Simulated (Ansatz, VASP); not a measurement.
This is a calculation of GaSb3 for Ansatz 0.2.0.

The input input.yaml:

```yaml
crystal:
  lattice:
    - [0.0, 3.7553016472, 3.7553016472]
    - [3.7553016472, 0.0, 3.7553016472]
    - [3.7553016472, 3.7553016472, 0.0]
  atoms:
    - { symbol: Sb, position: [0.5, 0.5, 0.5] }
    - { symbol: Sb, position: [0.75, 0.75, 0.75] }
    - { symbol: Sb, position: [0.25, 0.25, 0.25] }
    - { symbol: Ga, position: [0.0, 0.0, 0.0] }
hamiltonian:
  xc: pbesol
  pseudopotentials: { kind: paw }
kpoints:
  mp_grid: { grid: [6, 6, 6] }
scf:
  occupations: { method: fermi_dirac, width: 0.05 }
output:
  forces: true
  stress: true
  eigenvalues: true
```

Potentials or basis: Ansatz PAW.

Launch:

```sh
$ ansatz run input.yaml --threads 1 --pin off --max-ram 3584MiB --backend cpu --events-out ev --progress --plain --runs-dir out
```

Q: Translate it to VASP 6.6.1. Potentials there: VASP PAW PBE potentials, release 64 (Sb, Ga_d).

A: As run (the cutoff follows the program's own potentials):

Contents of INCAR:

```
ALGO = Normal ; EDIFF = 1E-7
ENCUT = 520 ; GGA = PS
ISIF = 2 ; ISMEAR = -1
LASPH = True ; LCHARG = False
LREAL = False ; LWAVE = False
NBANDS = 22 ; NELM = 60
PREC = Accurate ; SIGMA = 0.05
```

Contents of KPOINTS:

```
k-points
0
Gamma
  6 6 6
```

Contents of POSCAR:

```
GaSb3
1.0
    0.0000000000      3.7553016472      3.7553016472
    3.7553016472      0.0000000000      3.7553016472
    3.7553016472      3.7553016472      0.0000000000
Sb Ga
3 1
Direct
    0.5000000000      0.5000000000      0.5000000000
    0.7500000000      0.7500000000      0.7500000000
    0.2500000000      0.2500000000      0.2500000000
    0.0000000000      0.0000000000      0.0000000000
```

Potentials or basis: VASP PAW PBE potentials, release 64 (Sb, Ga_d).

Command:

```bash
$ cat potpaw_PBE.64/Sb/POTCAR potpaw_PBE.64/Ga_d/POTCAR > POTCAR
$ mpirun -np 1 vasp_std > vasp.out
```

Both were run:

|  | VASP | Ansatz | Ansatz less VASP |
| --- | --- | --- | --- |
| gap on the k mesh at the Fermi level (eV) | none | none | - |
| pressure (GPa) | -4.3 | -4.2 | +0.01 |

A gap of «none» marks a metal or a gap that the smearing closes. With one functional, cell and mesh, what is left measures potentials, basis and numerics. The two sets of potentials don't hold the same shells in valence.

Caveats: the PAW data sets were made with another functional, which shifts forces and pressure a little (VASP); the PAW data sets come from PBE, with cores solved anew for the run's functional, which leaves a small shift of forces and pressure (Ansatz). The runs have no spin-orbit coupling, so splittings on Sb are missing.
